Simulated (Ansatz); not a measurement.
HgTe (Coloradoite):

```
CELL_PARAMETERS angstrom
0.00000 3.21450 3.21450
3.21450 0.00000 3.21450
3.21450 3.21450 0.00000
ATOMIC_POSITIONS crystal
Hg 0.00000 0.00000 0.00000
Te 0.75000 0.75000 0.75000
```

Base run:

* Program: Ansatz 0.2.0
* Functional: PBE0
* Potentials or basis: Ansatz PAW
* Cutoff: 420 eV (not typed: the program's choice for these potentials)
* k mesh: 6 × 6 × 6
* Occupations: fermi-dirac, width 0.05 eV
* Spin: no spin polarisation

Its results: band gap on the k mesh 0.60 eV, direct; pressure 2.9 GPa.

Task: The run is repeated on the same cell with these changes: functional from PBE0 to HSE06. What comes out?

Result: Band gap on the k mesh none (metal or under the smearing width); pressure 3.0 GPa.

Caveats: spin-orbit coupling is left out, which moves the levels of the heavy elements; the PAW data sets come from PBE, with cores solved anew for the run's functional, which leaves a small shift of forces and pressure; the thresholds are loose for stress.

